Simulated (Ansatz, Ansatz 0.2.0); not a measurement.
# Lattice constant of rocksalt YbSe with r2SCAN, PBEsol and LDA

## Starting point

The reference is the cubic lattice parameter of YbSe, $a = 5.934 \pm 0.001$ Å, taken from a printed reference work on physical properties of rare-earth chalcogenide semiconductors (original work of 1974). It is a compiled value; neither the method nor the temperature is given with it. I take it to be a room-temperature diffraction result on near-stoichiometric material with divalent ytterbium. The diffraction cell from which my relaxations start has $a = 5.867$ Å, which is 0.067 Å shorter, or about 1 %. That gap is far larger than the stated uncertainty. In an ytterbium compound, composition, pressure or a partial change of valence could each produce such a difference, and I cannot tell which applies here.

| compared with | measured | source's wording or label | method |
| --- | --- | --- | --- |
| a (Å) | 5.934 ± 0.001 | 5.934 ± 0.001 A | compiled value, method not stated |

Conditions are those given with the value in the passage it was taken from; "not stated" means there, and the paper may say more elsewhere.

## Choices

The aim is the lattice constant of divalent, semiconducting YbSe, with success set at 0.5 % of the measured value, about 0.03 Å. That is a fair demand on a good functional for an ionic rocksalt solid, and it is narrow enough to separate the measured cell from the shorter starting cell.

The model is the two-atom primitive cell, fully relaxed without spin polarisation, which suits a filled 4f shell. The relaxed cell is static. Thermal and zero-point expansion would lengthen it by a few tenths of a per cent at room temperature, so a result slightly below the measured value is preferable to one above it.

I go straight to r2SCAN. LDA usually makes such solids too small, and semilocal functionals in general place the 4f levels too high and spread them too much, which can add spurious bonding. A meta-GGA reduces that self-interaction error without removing it. I shall then test the k mesh at the same level and set PBEsol beside the result for scale.

Plain PBE is not among the levels examined in this study.

System: YbSe, rocksalt; Fm-3m (No. 225), 2 atoms in the primitive cell; the database structure is a diffraction structure: a = 5.867 Å; structure from the Crystallography Open Database.

## 1. r2SCAN relaxation of the cell

This run carries the main answer. I expect the cell to expand from its starting size towards the measured one, since nothing in a stoichiometric, divalent model favours the shorter lattice constant.

**Run 1.** Ansatz 0.2.0: r2SCAN, cell and atoms relaxed from the database structure, PAW set soft_2, cutoff 500 eV (default), 10x10x10 k mesh, Gaussian smearing 0.1 eV.

Key lines of the input:
```
crystal:
  # lattice and atoms
kpoints:
  mp_grid: { grid: [10, 10, 10] }
hamiltonian:
  xc: r2scan
scf:
  occupations: { method: gaussian, width: 0.1 }
output:
  forces: true
  stress: true
relax:
  adjacent_minimum: "off"
  f_tol: 0.005
  max_steps: 60
  cell: { stress_tol: 0.03 }
```

Command:
```
ansatz run input.yaml --threads 4 --pin off --max-ram 8192MiB --backend cpu --events-out ev --progress --plain --runs-dir out
```

Selected lines of the output:
```
relax step   3: F+E_penalty+E_count = -19288.49590082 eV  [...]  max|allowed force component| = 2.979e-31 eV/Å  [...]  P = -0.022 GPa  Ω = 49.399 …
--- Relaxed structure (3 steps of the walk, 3 accepted, 1 SCFs on fresh bases) ---
  cell:  # Å, volume = 49.3991 Å³
```

Converged; 14 s on 4 cores of Arm Neoverse V1, shared host.

| quantity | run 1 | measured | deviation |
| --- | --- | --- | --- |
| a (Å) | 5.825 | 5.934 ± 0.001 | −0.109 (−1.8 %) |
| conventional cell volume (Å³) | 197.60 |  |  |

The cell shrank where I had expected it to grow. At 5.825 Å it is 1.8 % below the measured value and also 0.042 Å below the starting cell. A few tenths of a per cent for thermal and zero-point expansion would leave most of the miss in place.

One possible cause is the 4f shell. If r2SCAN still places the filled 4f levels too close to the empty conduction states, the two mix, some 4f charge moves into bonding states and the lattice contracts, as it does when ytterbium moves towards the trivalent state. The sign fits, but this run alone does not establish that mechanism, and the numerical settings have to be examined too.

## 2. Mesh sensitivity and a second functional

I repeat r2SCAN on a coarser mesh. This cannot prove the finer one converged, but a large shift would warn me that the sampling matters on the scale of the miss. Beside it I set PBEsol with the same PAW set and the original mesh. If 4f mixing is to blame, a semilocal functional should suffer from it at least as much, so I expect PBEsol to be no longer than r2SCAN.

**Run 2.** Ansatz 0.2.0: r2SCAN, cell and atoms relaxed from the database structure, PAW set soft_2, cutoff 500 eV (default), 6x6x6 k mesh, Gaussian smearing 0.1 eV.

Key lines of the input, as changed from run 1:
```diff
  kpoints:
-   mp_grid: { grid: [10, 10, 10] }
+   mp_grid: { grid: [6, 6, 6] }
```

Selected lines of the output:
```
--- Relaxed structure (3 steps of the walk, 3 accepted, 1 SCFs on fresh bases) ---
  cell:  # Å, volume = 49.3838 Å³
```

Converged; 6.2 s of wall time.

**Run 3.** Ansatz 0.2.0: PBEsol, cell and atoms relaxed from the database structure, PAW set soft_2, cutoff 420 eV (default), 10x10x10 k mesh, Gaussian smearing 0.1 eV.

Key lines of the input, as changed from run 1:
```diff
  hamiltonian:
-   xc: r2scan
+   xc: pbesol
```

Selected lines of the output:
```
--- Relaxed structure (4 steps of the walk, 4 accepted, 1 SCFs on fresh bases) ---
  cell:  # Å, volume = 47.0154 Å³
```

Converged; 4.4 s on 4 cores of Arm Neoverse V2, shared host.

Known limit of this kind of run: the volume lies far from the measured one, as another 4f valence than the sample's would make it.

| quantity | run 2 | run 3 | measured |
| --- | --- | --- | --- |
| a (Å) | 5.824 | 5.729 | 5.934 ± 0.001 |
| conventional cell volume (Å³) | 197.54 | 188.06 |  |

The mesh is not the problem for r2SCAN: going from the coarser to the finer one changes the lattice constant by only 0.001 Å, against a miss of 0.109 Å.

PBEsol gives 5.729 Å, 0.205 Å or 3.4 % too short. That is well beyond this functional's usual error for an ionic rocksalt solid, and the volume is about 10 % below the measured one. A deficit of this size is what I would expect if the calculation held ytterbium in a valence other than the sample's, with part of the 4f charge drawn into bonding. That remains a suspicion, since a lattice constant does not measure the 4f occupation. The order of the two functionals agrees with it, but PBEsol often gives shorter cells than r2SCAN anyway, so the order alone decides little.

## 3. Cutoff, potential and spin-orbit coupling in LDA

Before blaming the functionals I want to test what the runs so far have in common: the PAW set, the default cutoffs and the missing spin-orbit coupling. I do this in LDA, with one run on a denser mesh, one at a higher cutoff, and one with spin-orbit coupling and fully relativistic potentials. I expect all three to be too short, probably shorter than PBEsol. If they lie close together, these settings are unlikely to explain a miss of several per cent in LDA; for r2SCAN that would be only indirect evidence.

**Run 4.** Ansatz 0.2.0: LDA, cell and atoms relaxed from the database structure, PAW set soft_2, cutoff 420 eV (default), 14x14x14 k mesh, Gaussian smearing 0.1 eV.

Key lines of the input, as changed from run 1:
```diff
  kpoints:
-   mp_grid: { grid: [10, 10, 10] }
+   mp_grid: { grid: [14, 14, 14] }
  hamiltonian:
-   xc: r2scan
+   xc: lda
```

Selected lines of the output:
```
--- Relaxed structure (6 steps of the walk, 6 accepted, 2 SCFs on fresh bases) ---
```

Converged; 13 s of wall time.

**Run 5.** Ansatz 0.2.0: LDA, cell and atoms relaxed from the database structure, PAW set soft_2, cutoff 590 eV, 10x10x10 k mesh, Gaussian smearing 0.1 eV.

Key lines of the input, as changed from run 1:
```diff
  hamiltonian:
-   xc: r2scan
+   xc: lda
+ basis:
+   ecutwfc: 590.0
```

Selected lines of the output:
```
Basis set: ecut = 590 eV, 1459 PW (Γ) [...]
--- Relaxed structure (5 steps of the walk, 5 accepted, 1 SCFs on fresh bases) ---
```

Converged; 8.8 s of wall time.

**Run 6.** Ansatz 0.2.0: LDA with spin-orbit coupling, cell and atoms relaxed from the database structure, cutoff 420 eV (default), 10x10x10 k mesh, Gaussian smearing 0.1 eV.

Key lines of the input, as changed from run 1:
```diff
  hamiltonian:
-   xc: r2scan
+   xc: lda
+   pseudopotentials: { kind: paw_fr }
+ magnetization:
+   noncollinear: true
+   spin_orbit: true
```

Selected lines of the output:
```
--- Relaxed structure (5 steps of the walk, 5 accepted, 2 SCFs on fresh bases) ---
```

Converged; 2.9 min on 4 cores of Intel Xeon at 2.50GHz (Skylake/Cascade Lake), shared host.

Known limit of this kind of run: the volume lies far from the measured one, as another 4f valence than the sample's would make it.

| quantity | run 4 | run 5 | run 6 | measured |
| --- | --- | --- | --- | --- |
| a (Å) | 5.649 | 5.650 | 5.626 | 5.934 ± 0.001 |
| conventional cell volume (Å³) | 180.31 | 180.32 | 178.03 |  |

All three LDA cells are shorter than the PBEsol one, as I had thought likely. The two scalar-relativistic runs agree within 0.001 Å although they differ in both mesh and cutoff, so neither setting plausibly accounts for an LDA miss of 0.285 Å, or 4.8 %.

Spin-orbit coupling together with the fully relativistic potentials shortens the cell by a further 0.02 Å or so. The two changes came in one step, so I cannot divide the shift between them. It is small beside the miss and has the wrong sign to repair it.

LDA usually makes an ionic rocksalt solid too small by one or two per cent, not by nearly five. The excess strengthens my suspicion that 4f electrons take part in the bonding and that the calculation does not hold the divalent state of the sample. It is still an inference from volumes, as I have not examined the 4f occupation or the position of the 4f bands. Nor do these LDA checks settle the cutoff or the potential for r2SCAN, where only the mesh was tested directly.

## Table of results

| run | settings | a (Å) | deviation | cost |
| --- | --- | --- | --- | --- |
| 1 | r2SCAN, cutoff 500 eV | 5.825 | −0.109 (−1.8 %) | under 1 core-min |
| 2 | r2SCAN, cutoff 500 eV, 6x6x6 mesh | 5.824 | −0.110 (−1.9 %) | under 1 core-min |
| 3 | PBEsol, PAW set soft_2, cutoff 420 eV (default), 10x10x10 k mesh | 5.729 | −0.205 (−3.4 %) | under 1 core-min |
| 4 | LDA, 14x14x14 mesh | 5.649 | −0.285 (−4.8 %) | under 1 core-min |
| 5 | LDA, cutoff 590 eV | 5.650 | −0.284 (−4.8 %) | under 1 core-min |
| 6 | LDA with spin-orbit coupling, cutoff 420 eV (default), 10x10x10 k mesh | 5.626 | −0.308 (−5.2 %) | 11 core-min |
|  | measured | 5.934 ± 0.001 |  |  |

## Judgement

The r2SCAN calculation misses the target. It gives $a = 5.825$ Å, 1.8 % below the measured 5.934 Å, where I had asked for 0.5 %. The run cost less than one core-minute. An allowance of a few tenths of a per cent for thermal and zero-point expansion would narrow the gap but not close it. The shorter diffraction cell I started from doesn't rescue the result either, as r2SCAN lies 0.042 Å below that too.

PBEsol and LDA fall shorter still, by 3.4 % and 4.8 %. The mesh test mattered most for the main result, because it removed sampling as an explanation for the r2SCAN miss. The LDA runs showed that mesh and cutoff matter little at that level, and that spin-orbit coupling with its own potentials shortens the cell slightly. They say little about r2SCAN, whose cutoff and potential remain untested.

The likeliest cause is the treatment of the 4f shell. Divalent YbSe has a filled 4f shell, and these functionals tend to place it too high in energy, so that 4f charge can leak into bonding and shrink the lattice. The sign is right, and a valence different from the sample's can change the volume by several per cent, which is the size of the r2SCAN deficit; the PBEsol and LDA deficits are larger. I argue this from theory and from the volumes; I did not examine the 4f occupation. Ordinary functional error contributes as well, certainly in LDA, and I cannot separate the two.

My choice of r2SCAN as sufficient for this shell was therefore not borne out. The next step I would take is a Hubbard correction on the 4f states, with a check that the shell stays filled.

[Logs are printed without paths, hosts, clocks, repeated set-up lines and the standing remarks that a program may print on its own settings, such as how far it seeks lower states.]

[The runs shown are a pick from a larger set of finished runs; failed, doubtful and other runs were left out of it ahead of writing. So were measured values far from every level or from commonly accepted values, and agreement can look better than it is. Lines of input and output are excerpts and may be shortened.]

[Plain PBE was run on this system too; it isn't shown.]
